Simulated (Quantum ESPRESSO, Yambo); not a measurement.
# Excitons of BAs (F-43m) on ever denser meshes, part 2 of 5

Wanted: excitons and ε₂ of BAs (F-43m), with cost.

Quantum ESPRESSO 7.5 and Yambo 5.3.0; PBE and many-body steps on it, plane waves. Known limits of the many-body steps: not at the basis limit; no spin-orbit coupling; coarse k mesh; bindings not settled in the k mesh.

So far. Step 4 (Screening and self-energy, 4×4×4 mesh, 74 bands …): The gap on the mesh goes from 1.45 eV to 1.92 eV, a correction of +0.47 eV. Step 5 (Empty states on the mesh, 4×4×4 mesh, 21 bands): On this mesh the gap is 1.451 eV.

## 7. Excitons

Optical absorption needs the electron-hole interaction, solved here in a basis of vertical transitions on the mesh.

This step: Bethe-Salpeter equation on PBE with a scissors shift, plane waves, norm-conserving pseudopotentials.

File bse3.in:

```
optics
bss
bse
em1s
dipoles
rim_cut
RandQpts= 1000000
RandGvec= 1 RL
Chimod= "HARTREE"
BSKmod= "SEX"
BSEmod= "resonant"
BSSmod= "d"
BSENGexx= 20 Ry
BSENGBlk= 4 Ry
% BSEQptR
 1 | 1 |
%
% BSEBands
 11 | 17 |
%
% BEnRange
 0 | 6 | eV
%
% BDmRange
 0.1 | 0.1 | eV
%
BEnSteps= 121
% BLongDir
 1 | 0 | 0 |
%
% BndsRnXs
 10 | 21 |
%
NGsBlkXs= 4 Ry
% LongDrXs
 1 | 1 | 1 |
%
% KfnQP_E
 0.82 | 1.0 | 1.0 |
%
WRbsWF
FFTGvecs= 45 Ry
```

Launch:

```sh
> OMP_NUM_THREADS=1 mpirun -n 4 yambo -F bse3.in -J bse3 -C bse3 > bse3.log
```

The program printed:

```text
 Yambo, version 5.3.0

 [02] CORE Variables Setup
 =========================

  [... cell, symmetries and grids as in the set-up ...]

  [02.05] Energies & Occupations
  ==============================

  [X] === General ===
  [X] Electronic Temperature                        :  0.000000  0.000000 [eV K]
  [X] Bosonic    Temperature                        :  0.000000  0.000000 [eV K]
  [X] Finite Temperature mode                       : no
  [X] El. density                                   :  0.95404E+24 [cm-3]
  [X] Fermi Level                                   :  12.16516 [eV]

  [X] === Gaps and Widths ===
  [X] Conduction Band Min                           :  1.450679 [eV]
  [X] Valence Band Max                              :  0.000000 [eV]
  [X] Filled Bands                                  :  13
  [X] Empty Bands                                   :  14  21
  [X] Direct Gap                                    :  3.288870 [eV]
  [X] Direct Gap localized at k                     :  1
  [X] Indirect Gap                                  :  1.450679 [eV]
  [X] Indirect Gap between kpts                     :   1   7
  [X] Last valence band width                       :  5.185475 [eV]
  [X] 1st conduction band width                     :  3.822368 [eV]

 [03] Transferred momenta grid and indexing
 ==========================================

 [BZ sampling] Q-grid is User defined and/or read from the database

 IBZ Q-points                                      :   8
 BZ  Q-points                                      :   64

 K/Q-points units:
 rlu = crystal or reduced units; cc = cartesian coordinates; iku = interal k-units

 Q [1]          [rlu]:  0.000000  0.000000  0.000000
 Q [2]          [rlu]:  0.31652E-17  0.31652E-17  0.25000
 Q [3]          [rlu]: -0.63303E-17 -0.63303E-17 -0.50000
 Q [4]          [rlu]: -0.18488E-16  0.25000      0.25000
 Q [5]          [rlu]: -0.34720E-18  0.25000      0.50000
 Q [6]          [rlu]: -0.63303E-17  0.25000     -0.25000
 Q [7]          [rlu]:  0.36976E-16 -0.50000     -0.50000
 Q [8]          [rlu]:  0.250000 -0.500000 -0.250000

  [03.01] X + BSE indexes
  =======================

   [03.01.01] Sigma indexes
   ========================

 [04] Coloumb potential Random Integration (RIM)
 ===============================================

  [04.01] RIM initialization
  ==========================

  * Diagonal components only detected *

  8 x (sBL volume)        :  0.168596 [a.u.]
  sBZ random points       :  1000000
  Points outside the sBZ  :   7996195
  RL volume               :  1.348768 [a.u.]
  Integrated volume       :  1.349410 [a.u.]

  [04.02] RIM integrals
  =====================

  Gamma point sphere radius             :  0.100207 [a.u.]
  Points outside the sphere             :   799659
  [Int_sBZ(q=0) 1/q^2]*(Vol_sBZ)^(-1/3) =:  7.764404
                                 should be <:  7.795600

  Summary of Coulomb integrals for non-metallic bands |Q|[au] RIM/Bare

  Q [1] 0.100000E-4 0.995998 * Q [2] 0.301388 1.064955
  Q [4] 0.348013 1.063169 * Q [6] 0.492165 1.026119
  Q [5] 0.577115 1.019126 * Q [3] 0.602777 1.017184
  Q [7] 0.696026 1.014132 * Q [8] 0.778181 1.011034

 [05] External/Internal QP corrections
 =====================================

 [QP_apply] Action to be applied: USER defined scissor

  [05.01]  QP corrections report
  ==============================

  [K+QP] === General ===
  [K+QP] Electronic Temperature                     :  0.000000  0.000000 [eV K]
  [K+QP] Bosonic    Temperature                     :  0.000000  0.000000 [eV K]
  [K+QP] Finite Temperature mode                    : no
  [K+QP] El. density                                :  0.95404E+24 [cm-3]
  [K+QP] Fermi Level                                :  0.000000 [eV]

  [K+QP] === Gaps and Widths ===
  [K+QP] Conduction Band Min                        :  2.270679 [eV]
  [K+QP] Valence Band Max                           :  0.000000 [eV]
  [K+QP] Filled Bands                               :  13
[...]
io_Double_Grid :      0.0001s P4 ( 2 calls,   0.043 msec avg) [MAX]      0.0001s P3 ( 2 calls,   0.037 msec avg) [min]
                         IO_and_Messaging_switch :      0.0002s P1 (85 calls,   0.002 msec avg) [MAX]      0.0001s P3 (83 calls,   0.002 msec avg) [min]
                                    scatter_Gamp :      0.0002s P1 ( 8 calls,   0.020 msec avg) [MAX]      0.0001s P4 ( 8 calls,   0.017 msec avg) [min]
                                       X (REDUX) :      0.0022s P2 ( 8 calls,   0.277 msec avg) [MAX]      0.0002s P1 ( 8 calls,   0.019 msec avg) [min]
                          BSE components folding :      0.0002s P1 [MAX]      0.0002s P2 [min]
                                      Xo (REDUX) :      0.0194s P4 ( 8 calls,   2.422 msec avg) [MAX]      0.0004s P1 ( 8 calls,   0.056 msec avg) [min]
                                    PP_uspp_init :      0.0006s P1 (25 calls,   0.026 msec avg) [MAX]      0.0006s P3 (24 calls,   0.023 msec avg) [min]
                              BSE matrix filling :      0.0008s P4 [MAX]      0.0007s P2 [min]
                                  eval_G_minus_G :      0.0007s P1 [MAX]      0.0007s P2 [min]
                                   X (procedure) :      0.0034s P1 ( 8 calls,   0.423 msec avg) [MAX]      0.0013s P3 ( 8 calls,   0.162 msec avg) [min]
                               SERIAL_lin_system :      0.0014s P1 ( 8 calls,   0.181 msec avg)
                                     BSE dipoles :      0.0047s P4 [MAX]      0.0047s P1 [min]
                                        io_QINDX :      0.0092s P1 ( 5 calls,   1.850 msec avg) [MAX]      0.0048s P2 ( 3 calls,   1.607 msec avg) [min]
                              BSE matrix (REDUX) :      0.0069s P2 [MAX]      0.0067s P4 [min]
                                     K_WF_phases :      0.0433s P1 [MAX]      0.0071s P3 [min]
                                           io_BS :      0.0086s P3 (43 calls,   0.199 msec avg) [MAX]      0.0084s P1 (47 calls,   0.178 msec avg) [min]
                                            io_X :      0.0319s P1 (25 calls,   1.274 msec avg) [MAX]      0.0084s P3 (25 calls,   0.337 msec avg) [min]
                                     io_KB_pwscf :      0.0088s P1 (10 calls,   0.878 msec avg) [MAX]      0.0086s P4 (10 calls,   0.861 msec avg) [min]
                                 bz_samp_indexes :      0.0093s P3 [MAX]      0.0093s P1 [min]
                                      T_space IP :      0.0102s P4 [MAX]      0.0101s P1 [min]
                                      io_DIPOLES :      0.0220s P1 (25 calls,   0.881 msec avg) [MAX]      0.0117s P3 (17 calls,   0.687 msec avg) [min]
                                         io_GROT :      0.0145s P1 ( 2 calls,   7.272 msec avg) [MAX]      0.0126s P2 ( 2 calls,   6.312 msec avg) [min]
                                     io_fragment :      0.0331s P1 (84 calls,   0.395 msec avg) [MAX]      0.0254s P3 (66 calls,   0.385 msec avg) [min]
                                       FFT_setup :      0.0277s P1 (25 calls,   1.106 msec avg) [MAX]      0.0258s P4 (24 calls,   1.073 msec avg) [min]
                                     WF_load_FFT :      0.0290s P1 (25 calls,   1.160 msec avg) [MAX]      0.0270s P3 (24 calls,   1.125 msec avg) [min]
                                           io_WF :      0.0436s P1 (90 calls,   0.484 msec avg) [MAX]      0.0411s P3 (86 calls,   0.478 msec avg) [min]
                                T_space EXX Osc. :      0.0543s P1 (15 calls,   3.623 msec avg) [MAX]      0.0506s P3 (14 calls,   3.613 msec avg) [min]
                                  DIPOLE_g_space :      0.0516s P1 [MAX]      0.0514s P2 [min]
                                  Xo (procedure) :      0.0915s P3 ( 8 calls,  11.441 msec avg) [MAX]      0.0898s P4 ( 8 calls,  11.220 msec avg) [min]
                               T_space CORR Osc. :      0.1787s P2 (36 calls,   4.965 msec avg) [MAX]      0.1636s P1 (36 calls,   4.545 msec avg) [min]
                            X T_space Kernel sum :      0.4115s P3 (64 calls,   6.429 msec avg) [MAX]      0.2684s P1 (72 calls,   3.727 msec avg) [min]
                                             RIM :      0.4734s P4 [MAX]      0.4725s P1 [min]
                                X T_space Kernel :      0.6571s P3 [MAX]      0.5477s P1 [min]
                                         Dipoles :      1.0677s P1 [MAX]      1.0677s P2 [min]
                SERIAL_HERMITIAN_diagonalization :      1.0939s P3 [MAX]      1.0885s P4 [min]
                                  LINEAR ALGEBRA :      1.0939s P3 [MAX]      1.0885s P4 [min]
                                    Diago Solver :      1.1240s P1 [MAX]      1.1135s P3 [min]

 [11] Game Over & Game summary
```

Run time: 4.2 s. Hardware: 4 MPI ranks of Arm Neoverse V2, shared host; peak memory 1.1 GiB.

This step gave:

```
transitions in the window                                      : 768
direct gap of the transition levels                            : 4.109 eV
lowest state                                                   : 3.888 eV
first strong exciton (over a fiftieth of the strongest listed) : 3.898 eV
binding of the lowest state below the direct gap               : 0.2207 eV
Coulomb term of one mesh cell                                  : 0.2364 eV
```

The binding is 0.93 times the screened Coulomb term of one mesh cell (0.24 eV), so it is not shown settled.

The lowest state lies at 3.888 eV, 0.221 eV under the direct gap.

Lines within 3 meV are set at the lowest of them, and the highest group, which the list may cut short, is left out. Exciton lines, with heights relative to the strongest:

| position (eV) | lines merged | strength, relative |
| --- | --- | --- |
| 3.888 | 3 | 0.9 |
| 3.898 | 3 | 30 |
| 3.926 | 2 | 0.2 |
| 3.959 | 1 | 0.0 |
| 4.726 | 3 | 100 |
| 4.789 | 3 | 0.0 |
| 4.827 | 2 | 0.0 |
| 4.847 | 3 | 0.3 |
| 4.859 | 3 | 0.0 |

The ε₂ has structure finer than the step of the table below, so its rows give means over 0.25 eV, whole bins alone (the curve runs from 0 to 6 eV). Peaks (eV: height): BSE 3.900: 46.3, 4.750: 140, 5.950: 104; no electron-hole interaction 4.100: 26.2, 5.050: 68.2.

Field along x; broadening 0.1 eV; transition window only. Limits: finite bands, cutoff and mesh; no spin-orbit coupling; coarse k mesh; exciton not shown settled in the k mesh. ε₂ against photon energy; means over each step:

```csv
photon energy (eV),BSE,no electron-hole interaction
0.25,0.155,0.116
0.50,0.174,0.128
0.75,0.196,0.142
1.00,0.223,0.159
1.25,0.256,0.179
1.50,0.298,0.203
1.75,0.351,0.233
2.00,0.422,0.271
2.25,0.519,0.320
2.50,0.657,0.385
2.75,0.869,0.477
3.00,1.23,0.616
3.25,1.96,0.851
3.50,4.15,1.34
3.75,19.4,2.91
4.00,27.2,14.3
4.25,11.1,12.5
4.50,32.6,5.19
4.75,104,10.6
5.00,35.7,49.0
5.25,18.5,51.0
5.50,10.6,22.0
5.75,29.8,9.08
```

## 8. Triplet (no exchange term)

bse4.in, as its differences from bse3.in of step 7:

```diff
@@ -12,3 +12,3 @@
 BSSmod= "d"
-BSENGexx= 20 Ry
+BSENGexx= 1 RL
 BSENGBlk= 4 Ry
```

Launch:

```sh
> OMP_NUM_THREADS=1 mpirun -n 4 yambo -F bse4.in -J bse4,bse3_W -C bse4 > bse4.log
```

The program printed:

```text
 Yambo, version 5.3.0

 [02] CORE Variables Setup
 =========================

  [... cell, symmetries and grids as in the set-up ...]

  [02.05] Energies & Occupations
  ==============================

  [X] === General ===
  [X] Electronic Temperature                        :  0.000000  0.000000 [eV K]
  [X] Bosonic    Temperature                        :  0.000000  0.000000 [eV K]
  [X] Finite Temperature mode                       : no
  [X] El. density                                   :  0.95404E+24 [cm-3]
  [X] Fermi Level                                   :  12.16516 [eV]

  [X] === Gaps and Widths ===
  [X] Conduction Band Min                           :  1.450679 [eV]
  [X] Valence Band Max                              :  0.000000 [eV]
  [X] Filled Bands                                  :  13
  [X] Empty Bands                                   :  14  21
  [X] Direct Gap                                    :  3.288870 [eV]
  [X] Direct Gap localized at k                     :  1
  [X] Indirect Gap                                  :  1.450679 [eV]
  [X] Indirect Gap between kpts                     :   1   7
  [X] Last valence band width                       :  5.185475 [eV]
  [X] 1st conduction band width                     :  3.822368 [eV]

 [03] Transferred momenta grid and indexing
 ==========================================

 IBZ Q-points                                      :   8
 BZ  Q-points                                      :   64

 K/Q-points units:
 rlu = crystal or reduced units; cc = cartesian coordinates; iku = interal k-units

 Q [1]          [rlu]:  0.000000  0.000000  0.000000
 Q [2]          [rlu]:  0.31652E-17  0.31652E-17  0.25000
 Q [3]          [rlu]: -0.63303E-17 -0.63303E-17 -0.50000
[...]
K_WF_phases :      0.0096s P4 [MAX]      0.0071s P2 [min]
                            io_DIPOLES :      0.0074s P1 ( 7 calls,   1.056 msec avg) [MAX]      0.0073s P3 ( 7 calls,   1.039 msec avg) [min]
                                 io_BS :      0.0088s P3 (43 calls,   0.205 msec avg) [MAX]      0.0084s P4 (43 calls,   0.196 msec avg) [min]
                            T_space IP :      0.0102s P4 [MAX]      0.0101s P3 [min]
                               io_GROT :      0.0137s P3 ( 2 calls,   6.858 msec avg) [MAX]      0.0126s P4 ( 2 calls,   6.279 msec avg) [min]
                           WF_load_FFT :      0.0167s P2 (16 calls,   1.046 msec avg) [MAX]      0.0153s P3 (15 calls,   1.019 msec avg) [min]
                           io_fragment :      0.0182s P2 (45 calls,   0.405 msec avg) [MAX]      0.0175s P3 (43 calls,   0.407 msec avg) [min]
                             FFT_setup :      0.0242s P2 (17 calls,   1.424 msec avg) [MAX]      0.0226s P4 (16 calls,   1.411 msec avg) [min]
                                 io_WF :      0.0255s P1 (56 calls,   0.456 msec avg) [MAX]      0.0235s P3 (52 calls,   0.452 msec avg) [min]
                                  io_X :      0.0249s P3 (24 calls,   1.039 msec avg) [MAX]      0.0247s P2 (24 calls,   1.029 msec avg) [min]
                      T_space EXX Osc. :      0.0514s P2 (15 calls,   3.426 msec avg) [MAX]      0.0476s P4 (14 calls,   3.400 msec avg) [min]
                     T_space CORR Osc. :      0.1796s P2 (36 calls,   4.990 msec avg) [MAX]      0.1633s P1 (36 calls,   4.535 msec avg) [min]
                  X T_space Kernel sum :      0.2951s P3 (64 calls,   4.611 msec avg) [MAX]      0.1923s P1 (72 calls,   2.671 msec avg) [min]
                      X T_space Kernel :      0.5403s P3 [MAX]      0.4330s P1 [min]
      SERIAL_HERMITIAN_diagonalization :      1.1059s P3 [MAX]      1.0957s P4 [min]
                        LINEAR ALGEBRA :      1.1059s P3 [MAX]      1.0957s P4 [min]
                          Diago Solver :      1.1392s P1 [MAX]      1.1287s P3 [min]

 [11] Game Over & Game summary
[key lines of the parts left out:]
Dipoles :      0.0023s P1 [MAX]      0.0023s P3 [min]
```

Run time: 2.4 s. Hardware: 4 MPI ranks; peak memory 1.1 GiB; 9.3 s of CPU time.

The lowest triplet lies at 3.866 eV; without spin-orbit coupling triplets are dark, so no spectrum is read.

## 9. Empty states on the mesh, 6×6×6 mesh, 21 bands

This step: Quantum ESPRESSO 7.5; DFT, PBE, plane waves, norm-conserving pseudopotentials.

File pw.in:

```
&control
  calculation = 'nscf'
  prefix = 'x'
  outdir = 'o'
  pseudo_dir = 'pseudo'
/
&system
  ibrav = 0
  nat = 2
  ntyp = 2
  ecutwfc = 100.0
  nbnd = 21
  force_symmorphic = .true.
/
&electrons
  conv_thr = 1e-9
  electron_maxstep = 80
  diago_full_acc = .true.
  diago_thr_init = 5e-6
/
ATOMIC_SPECIES
  B 10.81 B.upf
  As 74.922 As.upf
CELL_PARAMETERS angstrom
  -0.0000000000 2.3885000000 2.3885000000
  2.3885000000 -0.0000000000 2.3885000000
  2.3885000000 2.3885000000 -0.0000000000
ATOMIC_POSITIONS crystal
  B 0.0000000000 0.0000000000 0.0000000000
  As 0.2500000000 0.2500000000 0.2500000000
K_POINTS automatic
  6 6 6 0 0 0
```

Launch:

```sh
> OMP_NUM_THREADS=1 mpirun -n 4 pw.x -nk 4 -in pw.in > pw.out
```

The program printed:

```text
[banner, memory and clock lines left out]
Program PWSCF v.7.5 starts

     Atomic positions and unit cell read from directory:
     o/x.save/

     Message from routine setup:
     using ibrav=0 with symmetry is DISCOURAGED, use correct ibrav instead

     G-vector sticks info

     bravais-lattice index     =            0
     lattice parameter (alat)  =       6.3832  a.u.
     unit-cell volume          =     183.9087 (a.u.)^3
     number of atoms/cell      =            2
     number of atomic types    =            2
     number of electrons       =        26.00
[...]
-173.2770-116.6589-116.6589-116.6589 -23.6909 -23.6898 -23.6898 -23.6718
   -23.6718  -2.7802   9.2121  11.4849  11.4849  15.4756  16.3417  16.3417
    18.8216  23.1850  23.5890  23.5890  25.8699

          k = 0.2357 0.2357-0.2357 (  3100 PWs)   bands (ev):

  -173.2770-116.6590-116.6589-116.6589 -23.6893 -23.6870 -23.6870 -23.6704
   -23.6704  -1.5150   5.4341  10.6515  10.6515  15.0379  17.0142  17.0142
    20.8688  23.6827  24.3181  24.3181  28.3515

          k =-0.3536-0.3536 0.3536 (  3100 PWs)   bands (ev):

     [... further k-points ...]

     highest occupied, lowest unoccupied level (ev):    12.1652   13.4570

     XML data file, pseudopotentials, collected wavefunctions
```

It took 1.7 s on 4 MPI ranks; peak memory 0.05 GiB; 6.7 s of CPU time.

This step gave:

```yaml
gap: 1.292 eV
k_of_the_valence_top: 0, 0, 0
k_of_the_conduction_bottom: 0, 0.3333, 0.3333
least_direct_gap: 3.289 eV
k_points_computed: 16
lowest_point_of_the_top_converged_band_above_the_valence_top: 13.70 eV
```

On this mesh the gap is 1.292 eV.

## 10. Conversion and set-up

This step: Yambo 5.3.0; conversion and set-up on PBE, plane waves, norm-conserving pseudopotentials.

Launch:

```sh
> (cd o/x.save; p2y > p2y.log; mv SAVE ../..); yambo > setup.log
```

The program printed:

```text
 Yambo, version 5.3.0

 [02] CORE Variables Setup
 =========================

  [02.01] Unit cells
  ==================

  Cell kind             :  FCC
  Atoms in the cell     :  B  As
  number of B  atoms    :  1
  number of As atoms    :  1

  List of atomic masses
  Mass of B     :  10.81000
  Mass of As    :  74.92200

  List of atomic coordinates    : [cc]
  B1       :  0.000000  0.000000  0.000000  order 1
  As1       :  2.256805  2.256805  2.256805  order 2

  Alat factors          :  4.513611  4.513611  4.513611 [a.u.]
  Direct lattice volume :  183.9087 [a.u.]
[...]
Q [ 1]         [rlu]:  0.000000  0.000000  0.000000
 Q [ 2]         [rlu]: -0.44040E-17 -0.44040E-17  0.16667
 Q [ 3]         [rlu]: -0.88081E-17 -0.88081E-17  0.33333
[...]
Q [ 8]         [rlu]: -0.63303E-17  0.16667     -0.33333
 Q [ 9]         [rlu]:  0.28747E-16  0.16667     -0.16667
 Q [10]         [rlu]: -0.18005E-16  0.33333      0.33333
     [... 4 further rows ...]
 Q [15]         [rlu]:  0.166667  0.333333 -0.333333
 Q [16]         [rlu]:  0.166667 -0.500000 -0.333333

  [03.01] X indexes
  =================

   [03.01.01] Sigma indexes
   ========================

 [06] Game Over & Game summary
```

Run time: 2.2 s. Hardware: 1 MPI rank; peak memory 0.24 GiB.

(Continued in part 3 of 5.)

[Paths, hosts, dates, memory and timing lines, banners, echoed tables and standing remarks are left out of the program output.]

[Logs are printed without paths, hosts, clocks, repeated set-up lines and the standing remarks that a program may print on its own settings, such as how far it seeks lower states.]

[Runs of the session that timed out or met a known fault of the program may be left out.]

[Hosts, paths, dates, database ids (printed as entryN), source tags and the programs' standing remarks are cut or masked in the printed files.]
